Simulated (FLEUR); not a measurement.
# How the basis cutoff moves the magnetism of 1 ML Co on Os(0001), hcp site, 2 substrate layers, part 3 of 4

Wanted: the cheapest choice of the basis cutoff that holds the magnetic results of 1 ML Co on Os(0001), hcp site, 2 substrate layers.

FLEUR MaX-R8.1; LDA (VWN); all-electron FLAPW film, Dirac cores, scalar-relativistic bands.

So far, largest spin moment in the muffin-tin sphere (μB): step 4 (rung 2 (Kmax 2.7 1/bohr), start ferro +) 1.54; step 5 (rung 2 (Kmax 2.7 1/bohr), start antiferro q=(0,1/2,0) +-) 1.34; step 6 (rung 3 (Kmax 3.24 1/bohr), start ferro +) 1.53.

**7. Rung 3 (Kmax 3.24 1/bohr), start antiferro q=(0,1/2,0) +-**

The k list default-1 (kpts.xml, not shown) is a Γ-centred 12×6×1 mesh.

The input, inp.xml:

```
<?xml version="1.0" encoding="UTF-8" standalone="no"?>
<fleurInput fleurInputVersion="0.39">
   <comment>
      CoOs2
   </comment>
   <calculationSetup>
      <cutoffs Kmax="3.24" Gmax="9.7" GmaxXC="9.7" numbands="0"/>
      <scfLoop itmax="120" minDistance="0.00002" maxIterBroyd="15" imix="Anderson" alpha="0.03" precondParam="0.0" spinf="2.0" sdNocoIR="T"/>
      <coreElectrons ctail="T" frcor="F" kcrel="0" coretail_lmax="0"/>
      <xcFunctional name="vwn" relativisticCorrections="F"/>
      <magnetism jspins="2"/>
      <soc l_soc="F" theta="0.0" phi="0.0" spav="F"/>
      <expertModes spex="0" secvar="F"/>
      <geometryOptimization l_f="F" forcealpha="1.0" forcemix="BFGS" epsdisp="0.00001" epsforce="0.00001"/>
      <ldaU l_linMix="F" mixParam="0.05" spinf="1.0"/>
   </calculationSetup>
   <cell>
      <bzIntegration valenceElectrons="90.0" mode="hist" fermiSmearingEnergy="0.00183747">
         <kPointListSelection listName="default-1"/>
         <xi:include xmlns:xi="http://www.w3.org/2001/XInclude" href="kpts.xml"> </xi:include>
      </bzIntegration>
      <xi:include xmlns:xi="http://www.w3.org/2001/XInclude" href="sym.xml"> </xi:include>
      <filmLattice scale="1.0" dVac="13.53" dTilda="16.03">
         <bravaisMatrixFilm>
            <row-1>    5.1667001972688604     0.0000000000000000</row-1>
            <row-2>   -5.1667001972688604     8.9489870356557599</row-2>
         </bravaisMatrixFilm>
         <vacuumEnergyParameters vacuum="1" spinUp="-.25" spinDown="-.25"/>
         <vacuumEnergyParameters vacuum="2" spinUp="-.25" spinDown="-.25"/>
      </filmLattice>
   </cell>
   <atomSpecies>
      <species name="Osmium (Os)" element="Os" atomicNumber="76">
         <mtSphere radius="2.35" gridPoints="777" logIncrement="0.017"/>
         <atomicCutoffs lmax="8" lnonsphr="6"/>
         <electronConfig flipSpins="F">
            <coreConfig>(1s1/2) (2s1/2) (2p1/2) (2p3/2) (3s1/2) (3p1/2) (3p3/2) (4s1/2) (3d3/2) (3d5/2) (4p1/2) (4p3/2) (5s1/2) (4d3/2) (4d5/2) (4f5/2) (4f7/2)</coreConfig>
            <valenceConfig>(5p1/2) (5p3/2) (6s1/2) (5d3/2) (5d5/2)</valenceConfig>
            <stateOccupation state="(5d3/2)" spinUp="1.200000" spinDown="1.200000"/>
            <stateOccupation state="(5d5/2)" spinUp="1.800000" spinDown="1.800000"/>
         </electronConfig>
         <energyParameters s="6" p="6" d="5" f="5"/>
         <lo type="SCLO" l="1" n="5" eDeriv="0"/>
      </species>
      <species name="Cobalt (Co2.000" element="Co" atomicNumber="27">
         <mtSphere radius="2.35" gridPoints="777" logIncrement="0.016"/>
         <atomicCutoffs lmax="8" lnonsphr="6"/>
         <electronConfig flipSpins="F">
            <coreConfig>(1s1/2) (2s1/2) (2p1/2) (2p3/2)</coreConfig>
            <valenceConfig>(3s1/2) (3p1/2) (3p3/2) (4s1/2) (3d3/2) (3d5/2)</valenceConfig>
            <stateOccupation state="(3d3/2)" spinUp="1.5" spinDown="1.3"/>
            <stateOccupation state="(3d5/2)" spinUp="3.0" spinDown="1.2"/>
         </electronConfig>
         <energyParameters s="4" p="4" d="3" f="4"/>
         <lo type="SCLO" l="0" n="3" eDeriv="0"/>
         <lo type="SCLO" l="1" n="3" eDeriv="0"/>
      </species>
      <species name="Cobalt (Co-2.000" element="Co" atomicNumber="27">
         <mtSphere radius="2.35" gridPoints="777" logIncrement="0.016"/>
         <atomicCutoffs lmax="8" lnonsphr="6"/>
         <electronConfig flipSpins="F">
            <coreConfig>(1s1/2) (2s1/2) (2p1/2) (2p3/2)</coreConfig>
            <valenceConfig>(3s1/2) (3p1/2) (3p3/2) (4s1/2) (3d3/2) (3d5/2)</valenceConfig>
            <stateOccupation state="(3d3/2)" spinUp="1.3" spinDown="1.5"/>
            <stateOccupation state="(3d5/2)" spinUp="1.2" spinDown="3.0"/>
         </electronConfig>
         <energyParameters s="4" p="4" d="3" f="4"/>
         <lo type="SCLO" l="0" n="3" eDeriv="0"/>
         <lo type="SCLO" l="1" n="3" eDeriv="0"/>
      </species>
   </atomSpecies>
   <atomGroups>
      <atomGroup species="Osmium (Os)">
         <filmPos label="                   1">.0000000000 .0000000000 -4.0130478001</filmPos>
         <force calculate="T" relaxXYZ="TTT"/>
      </atomGroup>
      <atomGroup species="Osmium (Os)">
         <filmPos label="                   2">.0000000000 1.000/2.000 -4.0130478001</filmPos>
         <force calculate="T" relaxXYZ="TTT"/>
      </atomGroup>
      <atomGroup species="Osmium (Os)">
         <filmPos label="                   3">-1.000/3.000 1.000/6.000 .0684818090</filmPos>
         <force calculate="T" relaxXYZ="TTT"/>
      </atomGroup>
      <atomGroup species="Osmium (Os)">
         <filmPos label="                   4">-1.000/3.000 -1.000/3.000 .0684818090</filmPos>
         <force calculate="T" relaxXYZ="TTT"/>
      </atomGroup>
      <atomGroup species="Cobalt (Co2.000">
         <filmPos label="                   5">.0000000000 .0000000000 4.0130478001</filmPos>
         <force calculate="T" relaxXYZ="TTT"/>
      </atomGroup>
      <atomGroup species="Cobalt (Co-2.000">
         <filmPos label="                   6">.0000000000 1.000/2.000 4.0130478001</filmPos>
         <force calculate="T" relaxXYZ="TTT"/>
      </atomGroup>
   </atomGroups>
   <output dos="F" band="F" slice="F">
      <bandDOS minEnergy="-.5*Htr" maxEnergy="0.5*Htr" sigma="0.015" storeEVData="T"/>
      <plotting iplot="0" polar="F">
         <plot TwoD="T" vec1="  1.0  0.0  0.0" vec2="  0.0  1.0  0.0" vec3="  0.0  0.0  1.0" zero="  0.0  0.0 -0.5" file="plot"/>
      </plotting>
      <moessbauerParams electricFieldGradient="F" isomerShift="F" coreHyperfine="F" valenceHyperfine="F"/>
   </output>
</fleurInput>
```

The input, crystal.txt:

```
CoOs2
&input film=T cartesian=F /
2.73410000000  0.00000000000  0.00000000000
-2.73410000000  4.73560000000  0.00000000000
0.00000000000  0.00000000000  1.00000000000
1.8897261246
1.0 1.0 1.0

6
76 0.00000000000  0.00000000000  -4.01304780007
76 0.00000000000  0.50000000000  -4.01304780007
76 0.66666650000  0.16666650000  0.06848180900
76 0.66666650000  0.66666650000  0.06848180900
27 0.00000000000  0.00000000000  4.01304780007 : 2.000
27 0.00000000000  0.50000000000  4.01304780007 : -2.000

&kpt div1=12 div2=6 div3=1 gamma=T /
```

Launch:

```
$ OMP_NUM_THREADS=1 inpgen -f crystal.txt > inpgen.log  # inp.xml is then edited as shown
$ OMP_NUM_THREADS=1 mpirun -n 4 fleur_MPI > fleur.log
```

What it wrote:

```text
[banner, memory and clock lines left out]
Welcome to FLEUR        (www.flapw.de)
      MaX-Release 8.1          (www.max-centre.eu)

 ========== k-point set info ==========
 Selected k-point list: default-1
 k-point list type: mesh
 0 x 0 x 0
 Number of k points: 40

 [... set-up left out ...]
 Iteration:     1   Distance:      20.20856874 me/bohr^3
 Iteration:     2   Distance:      33.50107966 me/bohr^3
 Iteration:     3   Distance:      18.83928385 me/bohr^3
 Iteration:     4   Distance:      19.82291783 me/bohr^3
 Iteration:     5   Distance:      12.74699130 me/bohr^3
[...]
<sumOfEigenvalues value="   -44177.6925776773">
               <coreElectrons value="-44075.8195812802"/>
               <valenceElectrons value="-101.8729963972"/>
            </sumOfEigenvalues>
            <densityCoulombPotentialIntegral value="-123507.1260596717"/>
            <densityEffectivePotentialIntegral value="-125417.4220129771"/>
            <chargeDenXCDenIntegral value="-1439.4011394731"/>
            <FockExchangeEnergyValence value="0.0000000000"/>
            <FockExchangeEnergyCore value="0.0000000000"/>
         [... left out ...]
            <atomTypeDependentContributions atomType="4">
[... rest left out ...]
```

Wall time 3.7 min (4 MPI ranks of Intel Xeon 6975P-C (Granite Rapids), shared host); peak memory 1.4 GiB.

This step gave:

| Item | Value |
| --- | --- |
| free energy | -1955703.4255 eV |
| program's band gap on this mesh (in a metal only a level spacing) | 0.01761 eV |
| magnetization | 0 μB |
| final state | antiferromagnetic |
| largest moment | 1.312 μB |

This start lies +95.0 meV a seeded atom from the first, a change of -11.5 meV since rung 2; its largest moment is 1.31 μB.

**8. Rung 4 (Kmax 3.78 1/bohr), start ferro +**

The k list default-1 (kpts.xml, not shown) is a Γ-centred 12×12×1 mesh.

inp.xml: that of step 7 with these lines changed.

```diff
@@ -6,3 +6,3 @@
    <calculationSetup>
-      <cutoffs Kmax="3.24" Gmax="9.7" GmaxXC="9.7" numbands="0"/>
+      <cutoffs Kmax="3.78" Gmax="11.3" GmaxXC="11.3" numbands="0"/>
       <scfLoop itmax="120" minDistance="0.00002" maxIterBroyd="15" imix="Anderson" alpha="0.03" precondParam="0.0" spinf="2.0" sdNocoIR="T"/>
@@ -17,3 +17,3 @@
    <cell>
-      <bzIntegration valenceElectrons="90.0" mode="hist" fermiSmearingEnergy="0.00183747">
+      <bzIntegration valenceElectrons="45.0" mode="hist" fermiSmearingEnergy="0.00183747">
          <kPointListSelection listName="default-1"/>
@@ -24,4 +24,4 @@
          <bravaisMatrixFilm>
-            <row-1>    5.1667001972688604     0.0000000000000000</row-1>
-            <row-2>   -5.1667001972688604     8.9489870356557599</row-2>
+            <row-1>    5.1667001356448914     0.0000000143052268</row-1>
+            <row-2>   -2.5833500802096001     4.4744935640505812</row-2>
          </bravaisMatrixFilm>
@@ -57,15 +57,2 @@
       </species>
-      <species name="Cobalt (Co-2.000" element="Co" atomicNumber="27">
-         <mtSphere radius="2.35" gridPoints="777" logIncrement="0.016"/>
-         <atomicCutoffs lmax="8" lnonsphr="6"/>
-         <electronConfig flipSpins="F">
-            <coreConfig>(1s1/2) (2s1/2) (2p1/2) (2p3/2)</coreConfig>
-            <valenceConfig>(3s1/2) (3p1/2) (3p3/2) (4s1/2) (3d3/2) (3d5/2)</valenceConfig>
-            <stateOccupation state="(3d3/2)" spinUp="1.3" spinDown="1.5"/>
-            <stateOccupation state="(3d5/2)" spinUp="1.2" spinDown="3.0"/>
-         </electronConfig>
-         <energyParameters s="4" p="4" d="3" f="4"/>
-         <lo type="SCLO" l="0" n="3" eDeriv="0"/>
-         <lo type="SCLO" l="1" n="3" eDeriv="0"/>
-      </species>
    </atomSpecies>
@@ -77,11 +64,3 @@
       <atomGroup species="Osmium (Os)">
-         <filmPos label="                   2">.0000000000 1.000/2.000 -4.0130478001</filmPos>
-         <force calculate="T" relaxXYZ="TTT"/>
-      </atomGroup>
-      <atomGroup species="Osmium (Os)">
-         <filmPos label="                   3">-1.000/3.000 1.000/6.000 .0684818090</filmPos>
-         <force calculate="T" relaxXYZ="TTT"/>
-      </atomGroup>
-      <atomGroup species="Osmium (Os)">
-         <filmPos label="                   4">-1.000/3.000 -1.000/3.000 .0684818090</filmPos>
+         <filmPos label="                   2">-1.000/3.000 1.000/3.000 .0684818090</filmPos>
          <force calculate="T" relaxXYZ="TTT"/>
@@ -89,7 +68,3 @@
       <atomGroup species="Cobalt (Co2.000">
-         <filmPos label="                   5">.0000000000 .0000000000 4.0130478001</filmPos>
-         <force calculate="T" relaxXYZ="TTT"/>
-      </atomGroup>
-      <atomGroup species="Cobalt (Co-2.000">
-         <filmPos label="                   6">.0000000000 1.000/2.000 4.0130478001</filmPos>
+         <filmPos label="                   3">.0000000000 .0000000000 4.0130478001</filmPos>
          <force calculate="T" relaxXYZ="TTT"/>
```

The input, crystal.txt:

```
CoOs2
&input film=T cartesian=F /
2.73409996739  0.00000000757  0.00000000000
-1.36704999025  2.36780002446  0.00000000000
0.00000000000  0.00000000000  1.00000000000
1.8897261246
1.0 1.0 1.0

3
76 0.00000000000  0.00000000000  -4.01304780007
76 0.66666666667  0.33333333333  0.06848180900
27 0.00000000000  0.00000000000  4.01304780007 : 2.000

&kpt div1=12 div2=12 div3=1 gamma=T /
```

What it wrote:

```text
[banner, memory and clock lines left out]
Welcome to FLEUR        (www.flapw.de)
      MaX-Release 8.1          (www.max-centre.eu)

 ========== k-point set info ==========
 Selected k-point list: default-1
 k-point list type: mesh
 0 x 0 x 0
 Number of k points: 20

 [... set-up left out ...]
 Iteration:     1   Distance:      18.07810232 me/bohr^3
 Iteration:     2   Distance:      28.41679201 me/bohr^3
 Iteration:     3   Distance:      16.07663959 me/bohr^3
 Iteration:     4   Distance:      18.44777176 me/bohr^3
 Iteration:     5   Distance:      12.80685311 me/bohr^3
[...]
<sumOfEigenvalues value="   -22087.7519335909">
               <coreElectrons value="-22036.9045991803"/>
               <valenceElectrons value="-50.8473344106"/>
            </sumOfEigenvalues>
         [... left out ...]
            <freeEnergy value="-35935.4185044866"/>
            <extrapolationTo0K value="-35935.4180877384"/>
         </totalEnergy>
         <densityConvergence units="me/bohr^3">
            <chargeDensity spin="1" distance="0.0000037420"/>
            <chargeDensity spin="2" distance="0.0000050820"/>
            <overallChargeDensity distance="0.0000085335"/>
            <spinDensity distance="0.0000026150"/>
         </densityConvergence>
      </iteration>
```

Elapsed: 37 s, on 4 MPI ranks; peak memory 0.34 GiB.

Numbers from this step:

```yaml
free_energy: -977852.5528 eV
program_s_band_gap_on_this_mesh_in_a_metal_only_a_level_spacing: 0.02959 eV
magnetization: 1.375 μB
final_state: ferromagnetic, with opposed induced moments
largest_moment: 1.554 μB
```

The largest moment moves by +0.02 μB from rung 3, at 1.6 times its CPU time.

**9. Rung 4 (Kmax 3.78 1/bohr), start antiferro q=(0,1/2,0) +-**

The k list default-1 (kpts.xml, not shown) is a Γ-centred 12×6×1 mesh.

inp.xml: that of step 8 with these lines changed.

```diff
@@ -17,3 +17,3 @@
    <cell>
-      <bzIntegration valenceElectrons="45.0" mode="hist" fermiSmearingEnergy="0.00183747">
+      <bzIntegration valenceElectrons="90.0" mode="hist" fermiSmearingEnergy="0.00183747">
          <kPointListSelection listName="default-1"/>
@@ -24,4 +24,4 @@
          <bravaisMatrixFilm>
-            <row-1>    5.1667001356448914     0.0000000143052268</row-1>
-            <row-2>   -2.5833500802096001     4.4744935640505812</row-2>
+            <row-1>    5.1667001972688604     0.0000000000000000</row-1>
+            <row-2>   -5.1667001972688604     8.9489870356557599</row-2>
          </bravaisMatrixFilm>
@@ -57,2 +57,15 @@
       </species>
+      <species name="Cobalt (Co-2.000" element="Co" atomicNumber="27">
+         <mtSphere radius="2.35" gridPoints="777" logIncrement="0.016"/>
+         <atomicCutoffs lmax="8" lnonsphr="6"/>
+         <electronConfig flipSpins="F">
+            <coreConfig>(1s1/2) (2s1/2) (2p1/2) (2p3/2)</coreConfig>
+            <valenceConfig>(3s1/2) (3p1/2) (3p3/2) (4s1/2) (3d3/2) (3d5/2)</valenceConfig>
+            <stateOccupation state="(3d3/2)" spinUp="1.3" spinDown="1.5"/>
+            <stateOccupation state="(3d5/2)" spinUp="1.2" spinDown="3.0"/>
+         </electronConfig>
+         <energyParameters s="4" p="4" d="3" f="4"/>
+         <lo type="SCLO" l="0" n="3" eDeriv="0"/>
+         <lo type="SCLO" l="1" n="3" eDeriv="0"/>
+      </species>
    </atomSpecies>
@@ -64,3 +77,11 @@
       <atomGroup species="Osmium (Os)">
-         <filmPos label="                   2">-1.000/3.000 1.000/3.000 .0684818090</filmPos>
+         <filmPos label="                   2">.0000000000 1.000/2.000 -4.0130478001</filmPos>
+         <force calculate="T" relaxXYZ="TTT"/>
+      </atomGroup>
+      <atomGroup species="Osmium (Os)">
+         <filmPos label="                   3">-1.000/3.000 1.000/6.000 .0684818090</filmPos>
+         <force calculate="T" relaxXYZ="TTT"/>
+      </atomGroup>
+      <atomGroup species="Osmium (Os)">
+         <filmPos label="                   4">-1.000/3.000 -1.000/3.000 .0684818090</filmPos>
          <force calculate="T" relaxXYZ="TTT"/>
@@ -68,3 +89,7 @@
       <atomGroup species="Cobalt (Co2.000">
-         <filmPos label="                   3">.0000000000 .0000000000 4.0130478001</filmPos>
+         <filmPos label="                   5">.0000000000 .0000000000 4.0130478001</filmPos>
+         <force calculate="T" relaxXYZ="TTT"/>
+      </atomGroup>
+      <atomGroup species="Cobalt (Co-2.000">
+         <filmPos label="                   6">.0000000000 1.000/2.000 4.0130478001</filmPos>
          <force calculate="T" relaxXYZ="TTT"/>
```

The input, crystal.txt:

```
CoOs2
&input film=T cartesian=F /
2.73410000000  0.00000000000  0.00000000000
-2.73410000000  4.73560000000  0.00000000000
0.00000000000  0.00000000000  1.00000000000
1.8897261246
1.0 1.0 1.0

6
76 0.00000000000  0.00000000000  -4.01304780007
76 0.00000000000  0.50000000000  -4.01304780007
76 0.66666650000  0.16666650000  0.06848180900
76 0.66666650000  0.66666650000  0.06848180900
27 0.00000000000  0.00000000000  4.01304780007 : 2.000
27 0.00000000000  0.50000000000  4.01304780007 : -2.000

&kpt div1=12 div2=6 div3=1 gamma=T /
```

What it wrote:

```text
[banner, memory and clock lines left out]
Welcome to FLEUR        (www.flapw.de)
      MaX-Release 8.1          (www.max-centre.eu)

 ========== k-point set info ==========
 Selected k-point list: default-1
 k-point list type: mesh
 0 x 0 x 0
 Number of k points: 40

 [... set-up left out ...]
 Iteration:     1   Distance:      20.07009686 me/bohr^3
 Iteration:     2   Distance:      34.96869779 me/bohr^3
 Iteration:     3   Distance:      19.34921811 me/bohr^3
 Iteration:     4   Distance:      20.32487778 me/bohr^3
 Iteration:     5   Distance:      12.41757520 me/bohr^3
[...]
<sumOfEigenvalues value="   -44175.9673409303">
               <coreElectrons value="-44074.2036590713"/>
               <valenceElectrons value="-101.7636818589"/>
            </sumOfEigenvalues>
            <densityCoulombPotentialIntegral value="-123505.5043703393"/>
            <densityEffectivePotentialIntegral value="-125415.8783614976"/>
            <chargeDenXCDenIntegral value="-1439.4600720060"/>
            <FockExchangeEnergyValence value="0.0000000000"/>
            <FockExchangeEnergyCore value="0.0000000000"/>
         [... left out ...]
            <atomTypeDependentContributions atomType="4">
[... rest left out ...]
```

Elapsed: 7.2 min, on 4 MPI ranks; peak memory 1.5 GiB.

Numbers from this step:

```
free energy                                                       : -1955704.9130 eV
program's band gap on this mesh (in a metal only a level spacing) : 0.003886 eV
magnetization                                                     : 0 μB
final state                                                       : antiferromagnetic
largest moment                                                    : 1.346 μB
```

This start lies +96.3 meV a seeded atom from the first, a change of +1.4 meV since rung 3; its largest moment is 1.35 μB.

(Part 3 of 4 ends here.)

[Logs and program files are shortened in this print: banners, set-up blocks, solver, clock and traceback lines can be left out without a mark of their own.]

[Logs are printed without paths, hosts, clocks, repeated set-up lines and the standing remarks that a program may print on its own settings, such as how far it seeks lower states.]

[Hosts, paths, dates, database ids (printed as entryN), source tags and the programs' standing remarks are cut or masked in the printed files.]

[Where a cell is said to come from a database of computed structures, the database is the Materials Project.]
